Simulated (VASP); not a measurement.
# Si (Fd-3m) in VASP: settings compared, part 3 of 3

VASP 6.6.1. Earlier steps stand in the parts before.

## 5. Relaxation of cell and atoms, LDA

This run uses another cell than the first one, of 19.72 Å³/atom, 0.987 times its volume.

Contents of INCAR:

```
SYSTEM = Si
PREC = Accurate
ENCUT = 600
EDIFF = 1E-7
ISMEAR = 0
SIGMA = 0.03
LREAL = .FALSE.
LASPH = .TRUE.
NELM = 80
ALGO = Normal
ISIF = 3
LWAVE = .FALSE.
LCHARG = .FALSE.
IBRION = 2
NSW = 90
EDIFFG = -0.005
```

Contents of KPOINTS:

```
regular mesh
0
G
  12 12 12
  0 0 0
```

Contents of POSCAR:

```
Si                                      
1.0
   -0.0000000000      2.7014893568      2.7014893568
    2.7014893568      0.0000000000      2.7014893568
    2.7014893568      2.7014893568     -0.0000000000
  Si            
     2
Direct
     0.7500000000000000    0.7500000000000000    0.7500000000000000
     0.5000000000000000    0.5000000000000000    0.5000000000000000
```

Potentials or basis: VASP PAW LDA potentials, release 64 (Si).

On the command line:

```console
cat potpaw_LDA.64/Si/POTCAR > POTCAR
mpirun -np 1 vasp_std > vasp.out
```

OUTCAR:

```text
SYSTEM = Si
   PREC = Accurate
   ENCUT = 600
   EDIFF = 1E-7
   ISMEAR = 0
   LREAL = .FALSE.
   LASPH = .TRUE.
   NELM = 80
   ISIF = 3
   IBRION = 2
   NSW = 90
   EDIFFG = -0.005

 ion  position               nearest neighbor table
   1  0.750  0.750  0.750-   2 2.34   2 2.34   2 2.34   2 2.34
   2  0.500  0.500  0.500-   1 2.34   1 2.34   1 2.34   1 2.34

  LATTYP: Found a face centered cubic cell.
 ALAT       =     5.4029787136

  Lattice vectors:

 A1 = (   0.0000000000,   2.7014893568,   2.7014893568)
 A2 = (   2.7014893568,   0.0000000000,   2.7014893568)
 A3 = (   2.7014893568,   2.7014893568,   0.0000000000)

Analysis of symmetry for initial positions (statically):
=====================================================================
 Subroutine PRICEL returns:
 Original cell was already a primitive cell.

 Routine SETGRP: Setting up the symmetry group for a
 face centered cubic supercell.

 Subroutine GETGRP returns: Found 48 space group operations
 (whereof 24 operations were pure point group operations)
 out of a pool of 48 trial point group operations.

The static configuration has the point symmetry T_d .
 The point group associated with its full space group is O_h .

Analysis of symmetry for dynamics (positions and initial velocities):
=====================================================================
 Subroutine PRICEL returns:
 Original cell was already a primitive cell.

 Routine SETGRP: Setting up the symmetry group for a
 face centered cubic supercell.

 Subroutine GETGRP returns: Found 48 space group operations
 (whereof 24 operations were pure point group operations)
 out of a pool of 48 trial point group operations.

The dynamic configuration has the point symmetry T_d .
 The point group associated with its full space group is O_h .

 Subroutine INISYM returns: Found 48 space group operations
 (whereof 24 operations are pure point group operations),
 and found     1 'primitive' translations

----------------------------------------------------------------------------------------

                                     Primitive cell

  volume of cell :      39.4312

  direct lattice vectors                    reciprocal lattice vectors
     0.000000000  2.701489357  2.701489357    -0.185083091  0.185083091  0.185083091
     2.701489357  0.000000000  2.701489357     0.185083091 -0.185083091  0.185083091
     2.701489357  2.701489357  0.000000000     0.185083091  0.185083091 -0.185083091

  length of vectors
     3.820482887  3.820482887  3.820482887     0.320573317  0.320573317  0.320573317

  position of ions in fractional coordinates (direct lattice)
     0.750000000  0.750000000  0.750000000
     0.500000000  0.500000000  0.500000000

  ion indices of the primitive-cell ions
   primitive index   ion index
                 1           1
                 2           2

----------------------------------------------------------------------------------------

 KPOINTS: regular mesh

Automatic generation of k-mesh.
 Grid dimensions read from file:
 generate k-points for:   12   12   12

 Generating k-lattice:

  Cartesian coordinates                     Fractional coordinates (reciprocal lattice)
    -0.015423591  0.015423591  0.015423591     0.083333333  0.000000000  0.000000000
     0.015423591 -0.015423591  0.015423591     0.000000000  0.083333333  0.000000000
     0.015423591  0.015423591 -0.015423591     0.000000000  0.000000000  0.083333333

  Length of vectors
     0.026714443  0.026714443  0.026714443

  Shift w.r.t. Gamma in fractional coordinates (k-lattice)
     0.000000000  0.000000000  0.000000000

 Subroutine IBZKPT returns following result:
 ===========================================

 Found     72 irreducible k-points:

 Following reciprocal coordinates:
            Coordinates               Weight
  0.000000  0.000000  0.000000      1.000000
  0.083333  0.000000  0.000000      8.000000
  0.166667  0.000000  0.000000      8.000000
  0.250000  0.000000  0.000000      8.000000
  0.333333  0.000000  0.000000      8.000000
  0.416667  0.000000  0.000000      8.000000
[... 16 lines left out ...]
  0.500000  0.166667  0.000000     24.000000
 -0.416667  0.166667  0.000000     24.000000
 [... further k-points ...]
   k-points           NKPTS =     72   k-points in BZ     NKDIM =     72   number of bands    NBANDS=      8
   number of dos      NEDOS =    301   number of ions     NIONS =      2
   total plane-waves  NPLWV =  32768
   dimension x,y,z NGX =    32 NGY =   32 NGZ =   32
   dimension x,y,z NGXF=    64 NGYF=   64 NGZF=   64
   ions per type =               2
   NGX,Y,Z   is equivalent  to a cutoff of  13.92, 13.92, 13.92 a.u.
   NGXF,Y,Z  is equivalent  to a cutoff of  27.85, 27.85, 27.85 a.u.
 SYSTEM =  Si
   PREC   = accura    normal or accurate (medium, high low for compatibility)
   ISTART =      0    job   : 0-new  1-cont  2-samecut
   ICHARG =      2    charge: 1-file 2-atom 10-const
   ISPIN  =      1    spin polarized calculation?
   LNONCOLLINEAR =      F non collinear calculations
   LSORBIT =      F    spin-orbit coupling
   LASPH  =      T    aspherical Exc in radial PAW
   ENCUT  =  600.0 eV  44.10 Ry    6.64 a.u.   7.63  7.63  7.63*2*pi/ulx,y,z
   NELM   =     80;   NELMIN=  2; NELMDL= -5     # of ELM steps
   EDIFF  = 0.1E-06   stopping-criterion for ELM
   LREAL  =      F    real-space projection
   EDIFFG = -.5E-02   stopping-criterion for IOM
   NSW    =     90    number of steps for IOM
   IBRION =      2    ionic relax: 0-MD 1-quasi-New 2-CG
   NFREE  =      1    steps in history (QN), initial steepest desc. (CG)
   ISIF   =      3    stress and relaxation
   ISYM   =      2    0-nonsym 1-usesym 2-fastsym
   POTIM  = 0.5000    time-step for ionic-motion
   TEBEG  =    0.0;   TEEND  =   0.0 temperature during run
   PSTRESS=    0.0 pullay stress
   NELECT =       8.0000    total number of electrons
   NUPDOWN=      -1.0000    fix difference up-down
   EMIN   =  10.00;   EMAX   =-10.00  energy-range for DOS
   EFERMI =   0.00;   METHOD = LEGACY
   ISMEAR =     0;   SIGMA  =   0.03  broadening in eV -4-tet -1-fermi 0-gaus
   EFERMI_NEDOS =   21; number of points for ismear=-14 and -15
   IALGO  =     38    algorithm
   IMIX   =      4    mixing-type and parameters
     AMIX     =   0.40;   BMIX     =  1.00
     AMIX_MAG =   1.60;   BMIX_MAG =  1.00
  volume/ion in A,a.u.               =      19.72       133.05
  Fermi-wavevector in a.u.,A,eV,Ry     =   0.961963  1.817846 12.590454  0.925372
  Thomas-Fermi vector in A             =   2.091380
   LORBIT       =      0    0 simple, 1 ext, 2 COOP (PROOUT), +10 PAW based schemes
   GGA     = CA    functional components
   LHFCALC =     F    Hartree Fock is set to
   AEXX    =    0.0000 exact exchange contribution
   IVDW    =     0    specifies the selected vdW correction
   LEPSILON=     F    determine dielectric tensor
   LRPA    =     F    only Hartree local field effects (RPA)
 conjugate gradient relaxation of ions
 non-spin polarized calculation
 Gauss-broadening in eV      SIGMA  =   0.03
  energy-cutoff  :      600.00
  volume of cell :       39.43
 maximum number of plane-waves:      1363
   NGX = 15   NGY = 15   NGZ = 15

 number of electron       7.9999999 magnetization

 Free energy of the ion-electron system (eV)
  ---------------------------------------------------
  ext. energy  EPLUGINS =         0.00000000
  ---------------------------------------------------
  free energy    TOTEN  =       -11.91994907 eV

  energy without entropy =      -11.91994907  energy(sigma->0) =      -11.91994907

 E-fermi :   6.0913     XC(G=0):  -9.6636

 val. band max:        5.9270924512   @ k =   0.0000   0.0000   0.0000
 cond. band min:       6.3702422492   @ k =   0.4167   0.4167   0.0000
 fundamental gap:      0.4431497980
 Fermi energy:         6.0913429030

 k-point     1 :       0.0000    0.0000    0.0000
  band No.  band energies     occupation
      1      -6.1354      2.00000
      2       5.9271      2.00000
      3       5.9271      2.00000
      4       5.9271      2.00000
      5       8.4579      0.00000
      6       8.4579      0.00000
      7       8.4579      0.00000
      8       9.3128      0.00000
[... 243 lines left out ...]
 k-point    24 :      -0.4167    0.1667    0.0000
  band No.  band energies     occupation
      1      -3.4825      2.00000
      2      -0.9152      2.00000
      3       2.8831      2.00000
      4       4.3152      2.00000
      5       8.0353      0.00000
      6       9.9447      0.00000
      7      10.2841      0.00000
      8      13.8585      0.00000

 [... further k-points ...]
[... 5 lines left out ...]
  --------------------------------------------------------------------------------------
  -------------------------------------------------------------------------------------
  Total       -0.0000317     -0.0000317     -0.0000317     -0.0000000     -0.0000000     -0.0000000
  in kB       -0.0012864     -0.0012864     -0.0012864     -0.0000000     -0.0000000     -0.0000000
  external PRESSURE =      -0.0012864 kB  Pullay stress =       0.0000000 kB

 VOLUME and BASIS-vectors are now :
 -----------------------------------------------------------------------------
  energy-cutoff  :      600.00
  volume of cell :       39.43
      direct lattice vectors                 reciprocal lattice vectors
     0.000000000  2.701489357  2.701489357    -0.185083091  0.185083091  0.185083091
     2.701489357  0.000000000  2.701489357     0.185083091 -0.185083091  0.185083091
     2.701489357  2.701489357  0.000000000     0.185083091  0.185083091 -0.185083091

 POSITION                                       TOTAL-FORCE (eV/Angst)
 -----------------------------------------------------------------------------------
      4.05223      4.05223      4.05223        -0.000000     -0.000000     -0.000000
      2.70149      2.70149      2.70149         0.000000      0.000000      0.000000
 -----------------------------------------------------------------------------------
    total drift:                               -0.000000     -0.000000     -0.000000

  FREE ENERGIE OF THE ION-ELECTRON SYSTEM (eV)
  ---------------------------------------------------
  free  energy   TOTEN  =       -11.9199490719 eV

  energy  without entropy=      -11.9199490719  energy(sigma->0) =      -11.91994907

 reached required accuracy - stopping structural energy minimisation
```

OSZICAR:

```text
N       E                     dE             d eps       ncg     rms          rms(c)
DAV:   1     0.936079150752E+01    0.93608E+01   -0.36272E+03  1152   0.899E+02
DAV:   2    -0.119141852741E+02   -0.21275E+02   -0.20719E+02  1864   0.903E+01
DAV:   3    -0.121897287560E+02   -0.27554E+00   -0.27554E+00  1432   0.133E+01
DAV:   4    -0.121910867452E+02   -0.13580E-02   -0.13580E-02  1960   0.106E+00
DAV:   5    -0.121910876850E+02   -0.93980E-06   -0.93980E-06  1520   0.233E-02    0.510E+00
DAV:   6    -0.120042089899E+02    0.18688E+00   -0.12848E-01  1424   0.179E+00    0.306E+00
DAV:   7    -0.119199580676E+02    0.84251E-01   -0.22355E-01  1384   0.241E+00    0.252E-01
DAV:   8    -0.119199650404E+02   -0.69729E-05   -0.65460E-03  1320   0.603E-01    0.688E-02
DAV:   9    -0.119199448027E+02    0.20238E-04   -0.20987E-04  1712   0.984E-02    0.595E-02
DAV:  10    -0.119199491517E+02   -0.43490E-05   -0.10767E-05  1432   0.243E-02    0.336E-02
DAV:  11    -0.119199490719E+02    0.79813E-07   -0.68039E-07  1688   0.584E-03
   1 F= -.11919949E+02 E0= -.11919949E+02  d E =-.119199E+02
```

CONTCAR:

```text
Si
   1.00000000000000
     0.0000000000000000    2.7014893567999998    2.7014893567999998
     2.7014893567999998    0.0000000000000000    2.7014893567999998
     2.7014893567999998    2.7014893567999998    0.0000000000000000
  Si
     2
Direct
     0.7500000000000000    0.7500000000000000    0.7500000000000000
     0.5000000000000000    0.5000000000000000    0.5000000000000000

  0.00000000E+00  0.00000000E+00  0.00000000E+00
  0.00000000E+00  0.00000000E+00  0.00000000E+00
```

Run time: 18 s. Hardware: 1 thread of Intel Xeon Platinum 8259CL at 2.50GHz (Skylake/Cascade Lake), shared host; peak memory 0.15 GiB.

Results:

| Quantity | Value |
| --- | --- |
| Free energy | -11.9199 eV |
| Pressure after relaxing | 0.0 GPa |
| Band gap on the k mesh | 0.44 eV, indirect (least direct gap 2.53 eV) |

Final structure:
```xyz
2
Lattice="0.0000 2.7015 2.7015 2.7015 0.0000 2.7015 2.7015 2.7015 0.0000" Properties=species:S:1:pos:R:3 pbc="T T T"
Si    4.0522    4.0522    4.0522
Si    2.7015    2.7015    2.7015
```

Levels at points of the mesh, in eV from the valence-band top:
```csv
k point,band 2,band 3,band 4,band 5,band 6,band 7
"(0.00, 0.00, 0.00)",0.00,0.00,0.00,2.53,2.53,2.53
"(0.50, 0.00, 0.00)",-7.06,-1.21,-1.21,1.48,3.29,3.29
"(0.50, 0.50, 0.00)",-7.86,-2.89,-2.89,0.58,0.58,10.11
```

Caveat: the relaxation stopped at its first step, so nothing moved. A k mesh can miss the band edges.
